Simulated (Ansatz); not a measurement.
Results of PBE (Ansatz, a program for electronic structure, plane waves, PAW) for skutterudite CoSb₃.

Input:

Ansatz 0.2 input:
```yaml
crystal:
  lattice:
    - [-4.5888207305, 4.5888207305, 4.5888207305]
    - [4.5888207305, -4.5888207305, 4.5888207305]
    - [4.5888207305, 4.5888207305, -4.5888207305]
  atoms:
    - { symbol: Co, position: [0.0, 0.0, 0.5] }
    - { symbol: Co, position: [0.5, 0.5, 0.5] }
    - { symbol: Co, position: [0.5, 0.0, 0.0] }
    - { symbol: Co, position: [0.0, 0.5, 0.0] }
    - { symbol: Sb, position: [0.8407950566, 0.6664156937, 0.5072107503] }
    - { symbol: Sb, position: [0.5072107503, 0.8407950566, 0.6664156937] }
    - { symbol: Sb, position: [0.1743793629, 0.8407950566, 0.3335843063] }
    - { symbol: Sb, position: [0.4927892497, 0.1592049434, 0.3335843063] }
    - { symbol: Sb, position: [0.8256206371, 0.1592049434, 0.6664156937] }
    - { symbol: Sb, position: [0.6664156937, 0.5072107503, 0.8407950566] }
    - { symbol: Sb, position: [0.6664156937, 0.8256206371, 0.1592049434] }
    - { symbol: Sb, position: [0.1592049434, 0.6664156937, 0.8256206371] }
    - { symbol: Sb, position: [0.3335843063, 0.4927892497, 0.1592049434] }
    - { symbol: Sb, position: [0.3335843063, 0.1743793629, 0.8407950566] }
    - { symbol: Sb, position: [0.1592049434, 0.3335843063, 0.4927892497] }
    - { symbol: Sb, position: [0.8407950566, 0.3335843063, 0.1743793629] }
basis:
  ecutwfc: 520
  ecutrho_ratio: 4
  xc_grid: 2
kpoints:
  mp_grid: { grid: [6, 6, 6] }
hamiltonian:
  xc: pbe
  dispersion: none
  pseudopotentials: { kind: paw }
scf:
  occupations: { method: fermi_dirac, width: 0.01 }
output:
  forces: true
  stress: true
  eigenvalues: true
relax:
  f_tol: 0.004
  escape_saddle: false
  max_steps: 80
```

The run printed, among other lines:

```
WARN output.stress: scf.convergence.dr2_threshold = 1.6e-8 eV (the default of a walk held to its f_tol) is looser than the 1.6e-9 eV advised for a printed …
Relaxation: its limit of steps is 80 (relax.max_steps)
Crystal: 16 atoms, lattice volume = 386.512 Å³
Basis set: ecut = 520 eV, 10425 PW (Γ), exchange–correlation on 120×120×120 points (8 copies of the dense FFT grid, shifted against one another)
Bands: 149, of which v1, the nominal top of the filled ones, is band 124 counted from 1 (123 counted from 0)
Symmetry: 24 space group operations
Space group: Im-3 (ITA 204), of the structure as read, at distance tolerance 7.3e-5 Å
k-points: 18 of 216
Functional: x = pbe(κ = 0.804, μ = 0.2195149727645171), c = pbe(β = 0.06672455060314922)
SCF iter   1: F=—  HF=-98321.307709 eV  |F-HF|=—  |Δ(HF+E_count)|=         —  Δρ=3.76e-3  dr2=4.42e-2
SCF iter   2: F=—  HF=-98321.327750 eV  |F-HF|=—  |Δ(HF+E_count)|=   2.00e-2  Δρ=9.88e-3  dr2=3.02e-1
  ...
SCF 1 converged in 10 iterations: F = -98321.310078 eV  dr2 = 1.48e-8
Crystal: 16 atoms, lattice volume = 386.512 Å³
Initial density: handed on by an earlier stage of this run
  ...
relax step   3: F+E_penalty+E_count = -98321.31011404 eV  Δ(F+E_penalty+E_count) = -3.575e-5 eV  max|allowed force component| = 1.659e-5 eV/Å  Δτ_max = 0.0008 Å  (7 SCF iters, accepted)
SCF converged after 7 iterations
Free energy (F): -98321.310114 eV
Internal energy: -98321.310101 eV  (E = F + TS)
E sigma→0 (E₀):  -98321.310108 eV
Fermi energy:    11.359709 eV
--- Forces (eV/Å), atoms counted from 1 ---
  atom   1  Co     0.00000000    -0.00000000     0.00000000
  atom   2  Co     0.00000000    -0.00000000     0.00000000
  atom   3  Co     0.00000000    -0.00000000     0.00000000
  atom   4  Co     0.00000000    -0.00000000     0.00000000
  atom   5  Sb    -0.00001080     0.00001659     0.00000000
  atom   6  Sb     0.00000000    -0.00001080     0.00001659
  atom   7  Sb    -0.00000000     0.00001080     0.00001659
  atom   8  Sb    -0.00000000     0.00001080    -0.00001659
  atom   9  Sb     0.00000000    -0.00001080    -0.00001659
  atom  10  Sb     0.00001659    -0.00000000    -0.00001080
  atom  11  Sb    -0.00001659     0.00000000    -0.00001080
  atom  12  Sb    -0.00001080    -0.00001659     0.00000000
  atom  13  Sb    -0.00001659     0.00000000     0.00001080
  atom  14  Sb     0.00001659     0.00000000     0.00001080
  atom  15  Sb     0.00001080    -0.00001659    -0.00000000
  atom  16  Sb     0.00001080     0.00001659    -0.00000000
--- Stress (GPa, compression-positive) ---
       -1.607705      -0.000000      -0.000000
       -0.000000      -1.607705      -0.000000
        0.000000      -0.000000      -1.607705
  P = ⅓ Tr σ = -1.6077 GPa (-16.077 kbar)
```

The cell is one volume of an energy–volume scan, off the minimum.

It cost roughly 6 core-minutes of CPU time.
